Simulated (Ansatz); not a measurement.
## Ionic part of the dielectric constant of PbO₂, mode by mode

Theory: DFT PBE, scalar-relativistic, plane waves, PAW in Ansatz 0.2.0. Plane waves to 420 eV; Γ-centred k mesh 6×6×6; fixed occupations. No spin polarisation. Phonons by linear response, acoustic sum rule imposed.

Space group Fd-3m (No. 227), cubic, a = 9.557 Å. Around Pb lie 6 O at 2.25 Å; O is surrounded by 3 Pb at 2.25 Å.

It was reached by relaxing an invented guess, and it needn't be the stable form of this composition. Spin–orbit coupling is left out, which matters for heavy elements. The run warned that its linear response isn't converged on this k mesh, so dielectric tensors, Born charges and infrared intensities are rough, and the frequencies may be too. Modes under 40 cm⁻¹ are poorly fixed.

The primitive cell has V = 218.22 Å³ and ε∞,zz = 4.844. Each polar mode adds Δε = (4.92064×10⁷/V)·S/ν² along z, with S its oscillator strength in e²/amu, ν in cm⁻¹ and V in Å³.

Task: From these modes, find each Δε and ε0,zz.
```json
{"ν (cm⁻¹)": "147.28", "S_zz (e²/amu)": "0.1402"}
{"ν (cm⁻¹)": "342.81", "S_zz (e²/amu)": "1.83"}
{"ν (cm⁻¹)": "388.43", "S_zz (e²/amu)": "0.00486"}
```

Result:
```
ν (cm⁻¹)    Δε
  147.28  1.46
  342.81  3.51
  388.43  0.01
```

The sum is 4.98, so ε0,zz = 9.82; the run's tensor has 9.82.

Task: Where do the longitudinal modes lie for a wave vector along z?

Result: At 158.39, 388.25, 454.08 cm⁻¹. The Lyddane–Sachs–Teller product Π(ν_LO/ν_TO)² = 2.03 agrees with ε0/ε∞ = 2.03.
